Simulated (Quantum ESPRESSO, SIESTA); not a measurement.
This is a calculation of PbF2 (Fluorocronite) for Quantum ESPRESSO 7.5. 

File pw.in:

```
&CONTROL
  calculation = 'scf'
  prefix = 'pwscf'
  outdir = './tmp'
  pseudo_dir = './pseudo'
  tprnfor = .true.
  tstress = .true.
  disk_io = 'low'
/
&SYSTEM
  ibrav = 0
  nat = 3
  ntyp = 2
  ecutwfc = 45
  ecutrho = 360
  nbnd = 21
  occupations = 'smearing'
  smearing = 'fd'
  degauss = 0.00367493
/
&ELECTRONS
  conv_thr = 6d-10
  electron_maxstep = 120
  mixing_beta = 0.5
/
ATOMIC_SPECIES
Pb   207.2000 pb_pbesol_v1.uspp.F.UPF
F     18.9984 f_pbesol_v1.4.uspp.F.UPF
CELL_PARAMETERS angstrom
   0.0000000000    2.9636600000    2.9636600000
   2.9636600000    0.0000000000    2.9636600000
   2.9636600000    2.9636600000    0.0000000000
ATOMIC_POSITIONS crystal
Pb     0.0000000000    0.0000000000    0.0000000000
F      0.7500000000    0.7500000000    0.7500000000
F      0.2500000000    0.2500000000    0.2500000000
K_POINTS automatic
8 8 8 0 0 0
```

The input pp_density.in:

```
&INPUTPP
  prefix = 'pwscf'
  outdir = './tmp'
  filplot = 'density.dat'
  plot_num = 0
/
&PLOT
  nfile = 1
  filepp(1) = 'density.dat'
  iflag = 3
  output_format = 6
  fileout = 'density.cube'
/
```

File pp_potential.in:

```
&INPUTPP
  prefix = 'pwscf'
  outdir = './tmp'
  filplot = 'potential.dat'
  plot_num = 11
/
&PLOT
  nfile = 1
  filepp(1) = 'potential.dat'
  iflag = 3
  output_format = 6
  fileout = 'potential.cube'
/
```

Potentials or basis: GBRV 1.5 PBEsol.

Run with:

```console
$ OMP_NUM_THREADS=1 mpirun -n 2 pw.x -nk 2 -in pw.in > pw.out
$ OMP_NUM_THREADS=1 mpirun -n 1 pp.x -in pp_density.in > pp_density.out
$ OMP_NUM_THREADS=1 mpirun -n 1 pp.x -in pp_potential.in > pp_potential.out
```

What does the same run look like in SIESTA 5.4.2? Potentials or basis there: files PseudoDojo sr-pbesol-0.4.1-standard, DZP (energy shift 0.003 Ry; two zetas on semicore shells).

As run (cutoffs and basis follow the program's own potentials, and thresholds, step limits or extra output files can differ):

File PbF2.fdf:

```
SystemName                      Fluorocronite
SystemLabel                     PbF2
NumberOfSpecies                 2
NumberOfAtoms                   3
%block ChemicalSpeciesLabel
  1  82 Pb
  2   9 F
%endblock ChemicalSpeciesLabel

LatticeConstant                 1.0 Ang
%block LatticeVectors
     0.0000000000     2.9636600000     2.9636600000
     2.9636600000     0.0000000000     2.9636600000
     2.9636600000     2.9636600000     0.0000000000
%endblock LatticeVectors
AtomicCoordinatesFormat         Fractional
%block AtomicCoordinatesAndAtomicSpecies
     0.0000000000     0.0000000000     0.0000000000  1  Pb
     0.7500000000     0.7500000000     0.7500000000  2  F
     0.2500000000     0.2500000000     0.2500000000  2  F
%endblock AtomicCoordinatesAndAtomicSpecies

%block kgrid.MonkhorstPack
    8   0   0  0.0
    0   8   0  0.0
    0   0   8  0.0
%endblock kgrid.MonkhorstPack
XC.Functional                   GGA
XC.Authors                      PBEsol
PAO.BasisSize                   DZP
PAO.EnergyShift                 0.003 Ry
Mesh.Cutoff                     800 Ry
OccupationFunction              FD
ElectronicTemperature           0.05 eV
MaxSCFIterations                120
SCF.MustConverge                false
SCF.Mixer.Method                Pulay
SCF.Mixer.Weight                0.25
SCF.Mixer.History               8
SCF.DM.Tolerance                5.0e-05
SCF.H.Tolerance                 1.0e-03 eV
WriteForces                     true
Charge.Mulliken                 end
Charge.Hirshfeld                end
Charge.Voronoi                  end
SaveRho                         true
SaveElectrostaticPotential      true
%block PAO.Basis
  Pb 4
  n=6 0 2
    6.155 0.000
  n=6 1 2
    8.826 0.000
  n=5 2 2
    4.164 0.000
  n=6 2 1
    8.826
%endblock PAO.Basis
```

Potentials or basis: PseudoDojo 0.4 standard (PBEsol files), converted to PSML, two zetas on semicore shells, DZP (energy shift 0.003 Ry; two zetas on semicore shells).

The run is started by

```sh
$ siesta < PbF2.fdf > PbF2.out 2>&1
```

Both were run:

|  | Quantum ESPRESSO | SIESTA |
| --- | --- | --- |
| Pressure | -1.3 GPa | -0.9 GPa |

Pressure is positive in compression.
